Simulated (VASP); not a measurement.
# InP (F-43m) in VASP: further runs, part 2 of 3

VASP 6.6.1. Earlier steps stand in the parts before.

## Step 3: Single point, PBEsol

This run uses another cell than the first one, of 19.71 Å³/atom, 0.783 times its volume.

Contents of INCAR:

```
SYSTEM = InP
PREC = Accurate
ENCUT = 520
EDIFF = 1E-7
ISMEAR = -1
SIGMA = 0.05
LREAL = .FALSE.
LASPH = .TRUE.
NELM = 80
ALGO = Normal
ISIF = 2
LWAVE = .FALSE.
LCHARG = .FALSE.
GGA = PS
NBANDS = 16
```

Contents of KPOINTS:

```
Automatic mesh
0
G
  8 8 8
  0 0 0
```

Contents of POSCAR:

```
InP
1.0
    0.0000000000      2.7010963501      2.7010963501
    2.7010963501      0.0000000000      2.7010963501
    2.7010963501      2.7010963501      0.0000000000
In P
1 1
Direct
    0.0000000000      0.0000000000      0.0000000000
    0.7500000000      0.7500000000      0.7500000000
```

Potentials or basis: VASP PAW PBE potentials, release 64 (In_d, P).

Started as:

```bash
$ cat potpaw_PBE.64/In_d/POTCAR potpaw_PBE.64/P/POTCAR > POTCAR
$ mpirun -np 1 vasp_std > vasp.out
```

Run time: 34 s. Hardware: 1 thread of AMD EPYC 7R43 (Zen 3), shared host; peak memory 0.13 GiB.

The run converged. Its results:

```
Free energy            : -8.3088 eV
Pressure               : 29.9 GPa
Band gap on the k mesh : 1.11 eV, indirect (least direct gap 1.84 eV)
```

Levels at points of the mesh, in eV from the valence-band top:
| k point | band 7 | band 8 | band 9 | band 10 | band 11 | band 12 |
| --- | --- | --- | --- | --- | --- | --- |
| (0.00, 0.00, 0.00) | 0.00 | 0.00 | 0.00 | 1.84 | 3.86 | 3.86 |
| (0.50, 0.00, 0.00) | -7.40 | -1.43 | -1.43 | 1.92 | 4.62 | 4.62 |
| (0.50, 0.50, 0.00) | -7.09 | -3.35 | -3.35 | 1.11 | 1.93 | 10.74 |

Caveat: the PAW data sets were made with another functional, which shifts forces and pressure a little; spin-orbit coupling is left out, which moves the levels of the heavy elements. Expect the measured gap to be larger: semilocal functionals such as PBEsol lack the derivative discontinuity.

## Step 4: Single point, PBEsol

This run uses another cell than the first one, of 20.93 Å³/atom, 0.832 times its volume.

Contents of INCAR:

```
SYSTEM = InP
  PREC = Accurate
  ENCUT = 520
  EDIFF = 1E-6
  ISMEAR = -1
  SIGMA = 0.05
  LREAL = .False.
  LASPH = .True.
  NELM = 100
  ALGO = Normal
  ISIF = 2
  LWAVE = .False.
  LCHARG = .False.
  GGA = PS
  NBANDS = 16
```

Contents of KPOINTS:

```
regular mesh
0
Gamma
  8 8 8
  0 0 0
```

Contents of POSCAR:

```
InP
1.0
    0.0000000000      2.7558856201      2.7558856201
    2.7558856201      0.0000000000      2.7558856201
    2.7558856201      2.7558856201      0.0000000000
In P
1 1
Direct
    0.0000000000      0.0000000000      0.0000000000
    0.7500000000      0.7500000000      0.7500000000
```

Potentials or basis: VASP PAW PBE potentials, release 64 (In_d, P).

Started as:

```bash
$ cat potpaw_PBE.64/In_d/POTCAR potpaw_PBE.64/P/POTCAR > POTCAR
$ mpirun -np 1 vasp_std > vasp.out
```

OUTCAR:

```text
SYSTEM = InP
   PREC = Accurate
   ENCUT = 520
   EDIFF = 1E-6
   ISMEAR = -1
   LREAL = .False.
   LASPH = .True.
   NELM = 100
   ISIF = 2
   GGA = PS

 ion  position               nearest neighbor table
   1  0.000  0.000  0.000-   2 2.39   2 2.39   2 2.39   2 2.39
   2  0.750  0.750  0.750-   1 2.39   1 2.39   1 2.39   1 2.39

  LATTYP: Found a face centered cubic cell.
 ALAT       =     5.5117712402

  Lattice vectors:

 A1 = (   0.0000000000,   2.7558856201,   2.7558856201)
 A2 = (   2.7558856201,   0.0000000000,   2.7558856201)
 A3 = (   2.7558856201,   2.7558856201,   0.0000000000)

Analysis of symmetry for initial positions (statically):
=====================================================================
 Subroutine PRICEL returns:
 Original cell was already a primitive cell.

 Routine SETGRP: Setting up the symmetry group for a
 face centered cubic supercell.

 Subroutine GETGRP returns: Found 24 space group operations
 (whereof 24 operations were pure point group operations)
 out of a pool of 48 trial point group operations.

The static configuration has the point symmetry T_d .

Analysis of symmetry for dynamics (positions and initial velocities):
=====================================================================
 Subroutine PRICEL returns:
 Original cell was already a primitive cell.

 Routine SETGRP: Setting up the symmetry group for a
 face centered cubic supercell.

 Subroutine GETGRP returns: Found 24 space group operations
 (whereof 24 operations were pure point group operations)
 out of a pool of 48 trial point group operations.

The dynamic configuration has the point symmetry T_d .

 Subroutine INISYM returns: Found 24 space group operations
 (whereof 24 operations are pure point group operations),
 and found     1 'primitive' translations

----------------------------------------------------------------------------------------

                                     Primitive cell

  volume of cell :      41.8614

  direct lattice vectors                    reciprocal lattice vectors
     0.000000000  2.755885620  2.755885620    -0.181429881  0.181429881  0.181429881
     2.755885620  0.000000000  2.755885620     0.181429881 -0.181429881  0.181429881
     2.755885620  2.755885620  0.000000000     0.181429881  0.181429881 -0.181429881

  length of vectors
     3.897410820  3.897410820  3.897410820     0.314245772  0.314245772  0.314245772

  position of ions in fractional coordinates (direct lattice)
     0.000000000  0.000000000  0.000000000
     0.750000000  0.750000000  0.750000000

  ion indices of the primitive-cell ions
   primitive index   ion index
                 1           1
                 2           2

----------------------------------------------------------------------------------------

 KPOINTS: regular mesh

Automatic generation of k-mesh.
 Grid dimensions read from file:
 generate k-points for:    8    8    8

 Generating k-lattice:

  Cartesian coordinates                     Fractional coordinates (reciprocal lattice)
    -0.022678735  0.022678735  0.022678735     0.125000000  0.000000000  0.000000000
     0.022678735 -0.022678735  0.022678735     0.000000000  0.125000000  0.000000000
     0.022678735  0.022678735 -0.022678735     0.000000000  0.000000000  0.125000000

  Length of vectors
     0.039280721  0.039280721  0.039280721

  Shift w.r.t. Gamma in fractional coordinates (k-lattice)
     0.000000000  0.000000000  0.000000000

 Subroutine IBZKPT returns following result:
 ===========================================

 Found     29 irreducible k-points:

 Following reciprocal coordinates:
            Coordinates               Weight
  0.000000  0.000000  0.000000      1.000000
  0.125000  0.000000  0.000000      8.000000
  0.250000  0.000000  0.000000      8.000000
  0.375000  0.000000  0.000000      8.000000
  0.500000  0.000000  0.000000      4.000000
  0.125000  0.125000  0.000000      6.000000
[... 16 lines left out ...]
  0.500000  0.250000  0.125000     48.000000
 -0.375000  0.250000  0.125000     24.000000
 [... further k-points ...]
   k-points           NKPTS =     29   k-points in BZ     NKDIM =     29   number of bands    NBANDS=     16
   number of dos      NEDOS =    301   number of ions     NIONS =      2
   total plane-waves  NPLWV =  27000
   dimension x,y,z NGX =    30 NGY =   30 NGZ =   30
   dimension x,y,z NGXF=    60 NGYF=   60 NGZF=   60
   ions per type =               1   1
   NGX,Y,Z   is equivalent  to a cutoff of  12.80, 12.80, 12.80 a.u.
   NGXF,Y,Z  is equivalent  to a cutoff of  25.59, 25.59, 25.59 a.u.
 SYSTEM =  InP
   PREC   = accura    normal or accurate (medium, high low for compatibility)
   ISTART =      0    job   : 0-new  1-cont  2-samecut
   ICHARG =      2    charge: 1-file 2-atom 10-const
   ISPIN  =      1    spin polarized calculation?
   LNONCOLLINEAR =      F non collinear calculations
   LSORBIT =      F    spin-orbit coupling
   LASPH  =      T    aspherical Exc in radial PAW
   ENCUT  =  520.0 eV  38.22 Ry    6.18 a.u.   7.25  7.25  7.25*2*pi/ulx,y,z
   NELM   =    100;   NELMIN=  2; NELMDL= -5     # of ELM steps
   EDIFF  = 0.1E-05   stopping-criterion for ELM
   LREAL  =      F    real-space projection
   EDIFFG = 0.1E-04   stopping-criterion for IOM
   NSW    =      0    number of steps for IOM
   IBRION =     -1    ionic relax: 0-MD 1-quasi-New 2-CG
   NFREE  =      0    steps in history (QN), initial steepest desc. (CG)
   ISIF   =      2    stress and relaxation
   ISYM   =      2    0-nonsym 1-usesym 2-fastsym
   POTIM  = 0.5000    time-step for ionic-motion
   TEBEG  =    0.0;   TEEND  =   0.0 temperature during run
   PSTRESS=    0.0 pullay stress
   NELECT =      18.0000    total number of electrons
   NUPDOWN=      -1.0000    fix difference up-down
   EMIN   =  10.00;   EMAX   =-10.00  energy-range for DOS
   EFERMI =   0.00;   METHOD = LEGACY
   ISMEAR =    -1;   SIGMA  =   0.05  broadening in eV -4-tet -1-fermi 0-gaus
   EFERMI_NEDOS =   21; number of points for ismear=-14 and -15
   IALGO  =     38    algorithm
   IMIX   =      4    mixing-type and parameters
     AMIX     =   0.40;   BMIX     =  1.00
     AMIX_MAG =   1.60;   BMIX_MAG =  1.00
  volume/ion in A,a.u.               =      20.93       141.25
  Fermi-wavevector in a.u.,A,eV,Ry     =   1.235647  2.335035 20.773701  1.526824
  Thomas-Fermi vector in A             =   2.370288
   LORBIT       =      0    0 simple, 1 ext, 2 COOP (PROOUT), +10 PAW based schemes
   GGA     = PS    functional components
   LHFCALC =     F    Hartree Fock is set to
   AEXX    =    0.0000 exact exchange contribution
   IVDW    =     0    specifies the selected vdW correction
   LEPSILON=     F    determine dielectric tensor
   LRPA    =     F    only Hartree local field effects (RPA)
 non-spin polarized calculation
  energy-cutoff  :      520.00
  volume of cell :       41.86
 maximum number of plane-waves:      1158
 NGX is ok and might be reduce to    30
   NGX = 15   NGY = 15   NGZ = 15

 number of electron      18.0000007 magnetization

 Free energy of the ion-electron system (eV)
  ---------------------------------------------------
  ext. energy  EPLUGINS =         0.00000000
  ---------------------------------------------------
  free energy    TOTEN  =        -8.68694090 eV

  energy without entropy =       -8.68694084  energy(sigma->0) =       -8.68694087

 E-fermi :   7.9840     XC(G=0): -10.3160

 val. band max:        7.3559438504   @ k =   0.0000   0.0000   0.0000
 cond. band min:       8.6130625355   @ k =   0.5000   0.5000   0.0000
 fundamental gap:      1.2571186852
 Fermi energy:         7.9840380515

 k-point     1 :       0.0000    0.0000    0.0000
  band No.  band energies     occupation
      1      -7.3515      2.00000
      2      -7.3515      2.00000
      3      -7.3515      2.00000
      4      -7.0785      2.00000
      5      -7.0785      2.00000
      6      -5.6480      2.00000
[... 8 lines left out ...]
     15      17.0544      0.00000
     16      17.0544      0.00000
[... 419 lines left out ...]
 k-point    24 :      -0.3750    0.2500    0.1250
  band No.  band energies     occupation
      1      -7.6071      2.00000
      2      -7.2643      2.00000
      3      -7.2260      2.00000
      4      -7.0932      2.00000
      5      -7.0550      2.00000
      6      -2.7557      2.00000
[... 8 lines left out ...]
     15      18.3447      0.00000
     16      19.3772      0.00000

 [... further k-points ...]

------------------------ aborting loop because EDIFF is reached ----------------------------------------

  FORCE on cell =-STRESS in cart. coord.  units (eV):
  Direction    XX          YY          ZZ          XY          YZ          ZX
  --------------------------------------------------------------------------------------
  -------------------------------------------------------------------------------------
  Total        5.2053229      5.2053229      5.2053229      0.0000000      0.0000000      0.0000000
  in kB      199.2253952    199.2253952    199.2253952      0.0000000      0.0000000      0.0000000
  external PRESSURE =     199.2253952 kB  Pullay stress =       0.0000000 kB

 VOLUME and BASIS-vectors are now :
 -----------------------------------------------------------------------------
  energy-cutoff  :      520.00
  volume of cell :       41.86
      direct lattice vectors                 reciprocal lattice vectors
     0.000000000  2.755885620  2.755885620    -0.181429881  0.181429881  0.181429881
     2.755885620  0.000000000  2.755885620     0.181429881 -0.181429881  0.181429881
     2.755885620  2.755885620  0.000000000     0.181429881  0.181429881 -0.181429881

 POSITION                                       TOTAL-FORCE (eV/Angst)
 -----------------------------------------------------------------------------------
      0.00000      0.00000      0.00000        -0.000000      0.000000     -0.000000
      4.13383      4.13383      4.13383         0.000000     -0.000000      0.000000
 -----------------------------------------------------------------------------------
    total drift:                                0.000000      0.000000      0.000000

  FREE ENERGIE OF THE ION-ELECTRON SYSTEM (eV)
  ---------------------------------------------------
  free  energy   TOTEN  =        -8.6869409030 eV

  energy  without entropy=       -8.6869408445  energy(sigma->0) =       -8.68694087
```

OSZICAR:

```text
N       E                     dE             d eps       ncg     rms          rms(c)
DAV:   1     0.112137025907E+03    0.11214E+03   -0.84835E+03   936   0.131E+03
DAV:   2    -0.233909769155E+01   -0.11448E+03   -0.10939E+03  1096   0.312E+02
DAV:   3    -0.904102605491E+01   -0.67019E+01   -0.66753E+01  1192   0.726E+01
DAV:   4    -0.920170165226E+01   -0.16068E+00   -0.16063E+00  1184   0.116E+01
DAV:   5    -0.920932741508E+01   -0.76258E-02   -0.76257E-02  1352   0.225E+00    0.755E+00
DAV:   6    -0.875046499381E+01    0.45886E+00   -0.61424E-01  1464   0.166E+01    0.435E+00
DAV:   7    -0.869025772245E+01    0.60207E-01   -0.21032E-01  1352   0.500E+00    0.131E+00
DAV:   8    -0.868685280782E+01    0.34049E-02   -0.24455E-02  1160   0.196E+00    0.626E-01
DAV:   9    -0.868687426218E+01   -0.21454E-04   -0.15113E-03  1280   0.350E-01    0.290E-01
DAV:  10    -0.868692635120E+01   -0.52089E-04   -0.31310E-04  1336   0.370E-01    0.140E-01
DAV:  11    -0.868694359415E+01   -0.17243E-04   -0.10450E-04  1312   0.161E-01    0.672E-02
DAV:  12    -0.868694074378E+01    0.28504E-05   -0.11372E-05  1056   0.257E-02    0.148E-02
DAV:  13    -0.868694090300E+01   -0.15921E-06   -0.15888E-06  1096   0.732E-03
   1 F= -.86869409E+01 E0= -.86869409E+01  d E =-.584668E-07
```

Run time: 34 s. Hardware: 1 thread of AMD EPYC 7R43 (Zen 3), shared host; peak memory 0.13 GiB.

What came out:

| Item | Value |
| --- | --- |
| Free energy | -8.6869 eV |
| Pressure | 19.9 GPa |
| Band gap on the k mesh | 1.26 eV, indirect (least direct gap 1.57 eV) |

Caveat: the PAW data sets were made with another functional, which shifts forces and pressure a little; spin-orbit coupling is left out, which moves the levels of the heavy elements. A k mesh can miss the band edges.

(Part 2 of 3 ends here.)
